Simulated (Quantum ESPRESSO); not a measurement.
Au:

```
CELL_PARAMETERS angstrom
2.74841 0.00000 0.00000
0.00000 2.74841 0.00000
0.00000 0.00000 2.74841
ATOMIC_POSITIONS crystal
Au 0.50000 0.50000 0.50000
```

The cell was built by a generator and needn't be a form met in nature.

Base run:

| Item | Value |
| --- | --- |
| Program | Quantum ESPRESSO 7.5 |
| Functional | PBE |
| Potentials or basis | SSSP 1.3 efficiency PBE |
| Cutoff | 816 eV |
| Density cutoff | 3265 eV |
| k mesh | 10 × 10 × 10 |
| Occupations | fermi-dirac, width 0.05 eV |
| Spin | no spin polarisation |

Its results: band gap on the k mesh none (metal or under the smearing width); pressure -0.4 GPa.

Problem. The run is repeated on the same cell with these changes: potentials or basis from SSSP 1.3 efficiency PBE to PseudoDojo 0.4 SR PBE stringent; cutoff from 816 eV to 1034 eV; density cutoff from 3265 eV to 4136 eV; k mesh from 10 × 10 × 10 to 3 × 3 × 3. What comes out?

Solution. Band gap on the k mesh none (metal or under the smearing width); pressure 4.6 GPa.

Caveats: some runs use coarse meshes.

Not every run made on this cell is shown here.
